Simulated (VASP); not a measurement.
## InP in VASP 6.6.1, single-point calculation

INCAR

```
LCHARG = .FALSE.
IBRION = -1
ISIF = 2
LWAVE = .FALSE.
GGA = PE
NELM = 120
EDIFF = 1E-5
SIGMA = 0.02
PREC = Accurate
NSW = 0
ISMEAR = -1
LASPH = .TRUE.
ENCUT = 520
NBANDS = 16
LREAL = .FALSE.
```

KPOINTS

```
KPOINTS created by Atomic Simulation Environment
0
Gamma
5 5 5
0 0 0
```

POSCAR

```
In P
 1.0000000000000000
     0.0000000000000000    2.9537876347999998    2.8356361294000001
     2.9537876347999998    0.0000000000000000    2.8356361294000001
     2.9537876347999998    2.9537876347999998    0.0000000000000000
 In  P
   1   1
Cartesian
  0.0000000000000000  0.0000000000000000  0.0000000000000000
  1.4768938173999997  1.4768938173999997  1.4178180646999998
```

The recommended PBE PAW datasets give the neutral cell 18 valence electrons.

Command

```
mpirun -np 1 vasp_std
```

Problem. Predict the outcome of this run.

Solution. It converged. Results: gap between bands v and c on the k mesh 0.67 eV; least direct gap on the k mesh 0.67 eV; pressure 4.6 GPa. Band v is the last that the valence electrons fill when counted band by band, and c is the next.

OSZICAR

```
N       E                     dE             d eps       ncg     rms          rms(c)
DAV:   1     0.115237886804E+03    0.11524E+03   -0.84865E+03   584   0.126E+03
DAV:   2    -0.867574765216E+00   -0.11611E+03   -0.11015E+03   640   0.312E+02
DAV:   3    -0.854919045467E+01   -0.76816E+01   -0.76493E+01   752   0.775E+01
DAV:   4    -0.874993656093E+01   -0.20075E+00   -0.20069E+00   736   0.133E+01
DAV:   5    -0.876233695288E+01   -0.12400E-01   -0.12400E-01   864   0.291E+00    0.584E+00
DAV:   6    -0.835089732435E+01    0.41144E+00   -0.63251E-01   928   0.133E+01    0.353E+00
DAV:   7    -0.831817698160E+01    0.32720E-01   -0.17719E-01   792   0.340E+00    0.128E+00
DAV:   8    -0.831867702899E+01   -0.50005E-03   -0.17124E-02   712   0.156E+00    0.362E-01
DAV:   9    -0.831934703831E+01   -0.67001E-03   -0.14195E-03   728   0.393E-01    0.164E-01
DAV:  10    -0.831950533907E+01   -0.15830E-03   -0.27415E-04   864   0.230E-01    0.110E-01
DAV:  11    -0.831958474506E+01   -0.79406E-04   -0.11431E-04   648   0.956E-02    0.390E-02
DAV:  12    -0.831958446556E+01    0.27950E-06   -0.85301E-06   592   0.333E-02
   1 F= -.83195845E+01 E0= -.83195845E+01  d E =-.577450E-09
```

Standard output (part)

```
POSCAR found type information on POSCAR InP
 POSCAR found :  2 types and       2 ions
 LDA part: xc-table for (Slater+PW92), standard interpolation
 POSCAR, INCAR and KPOINTS ok, starting setup
 WAVECAR not read
 entering main loop
```

These settings aren't sound, so the numbers aren't properties of the crystal.

On sound settings PBE gives a gap of 0.68 eV on its mesh and a pressure of 4.6 GPa for the intended cell.
